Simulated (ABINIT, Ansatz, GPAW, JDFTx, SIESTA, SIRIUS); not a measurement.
One calculation of SnO, 7 ways

```
Sn O
1.0
     3.81370    0.00000    0.00000
     0.00000    3.81370    0.00000
     0.00000    0.00000    4.88691
Sn O
2 2
Cartesian
  1.9419 -0.0165 3.7618
  0.0122 1.9097 1.0991
  0.0261 0.0131 -0.0093
  1.8823 1.8902 -0.0079
```

The cell is a database's computed one, not the measured one.

Atoms were shifted at random by some hundredths of an Å from the given cell, which wasn't relaxed again for these runs.

Alike in all runs: task single point; functional PBEsol; k mesh 7 × 7 × 6; occupations fermi-dirac, width 0.05 eV; no spin polarisation; no spin-orbit coupling. Pressure is positive in compression and, in plane waves, holds the error of the finite cutoff, which Ansatz's Pulay term estimates and takes out.

| program and potentials | plane-wave cutoff (eV) | notes | pressure (GPa) | largest force (eV/Å) | energy over the undisturbed cell (meV/atom) |
| --- | --- | --- | --- | --- | --- |
| Ansatz, Ansatz PAW | 420 | potentials made for PBE, which Ansatz adapts in part; Pulay term of +0.50 GPa included | 1.96 | 0.844 | 11.35 |
| Ansatz, all-electron LAPW, scalar-relativistic | - | - | 1.94 | 0.841 | - |
| ABINIT, PseudoDojo NC SR PBEsol v0.4.1 standard | 1143 | - | 2.55 | 0.934 | - |
| SIESTA, files PseudoDojo sr-pbesol-0.4.1-standard, DZP (energy shift 0.003 Ry; two zetas on semicore shells) | - | atomic basis | 5.28 | 1.492 | 22.98 |
| JDFTx, PseudoDojo-SR-PBEsol-0.4.1-standard with smoothed tails | 1143 | - | 2.55 | 0.934 | 13.05 |
| SIRIUS, PseudoDojo 0.4.1 PBEsol standard (scalar relativistic) | 1152 | - | 2.55 | 0.935 | - |
| GPAW, PAW data sets generated for this functional | 800 | - | 1.24 | 0.791 | 10.33 |

Force on atom 2 (Sn), eV/Å:

```
                                                                                      program and potentials       x       y      z
                                                                                          Ansatz, Ansatz PAW  -0.085  -0.006  0.840
                                                              Ansatz, all-electron LAPW, scalar-relativistic  -0.085  -0.006  0.837
                                                             ABINIT, PseudoDojo NC SR PBEsol v0.4.1 standard  -0.101  -0.001  0.929
SIESTA, files PseudoDojo sr-pbesol-0.4.1-standard, DZP (energy shift 0.003 Ry; two zetas on semicore shells)  -0.154   0.012  1.484
                                              JDFTx, PseudoDojo-SR-PBEsol-0.4.1-standard with smoothed tails  -0.101  -0.001  0.928
                                              SIRIUS, PseudoDojo 0.4.1 PBEsol standard (scalar relativistic)  -0.101  -0.001  0.929
                                                           GPAW, PAW data sets generated for this functional  -0.077  -0.009  0.787
```

The pressure spans 1.24 (GPAW, PAW data sets generated for this functional) to 5.28 GPa (SIESTA, files PseudoDojo sr-pbesol-0.4.1-standard, DZP (energy shift 0.003 Ry; two zetas on semicore shells)), with all-electron results at 1.94. Rows in atomic bases carry the error of their basis and grid, which can be large.

Differences between rows come from potentials, basis sets and numerical settings, since the functional is the same but for its coding. Runs on potential files found faulty are left out.
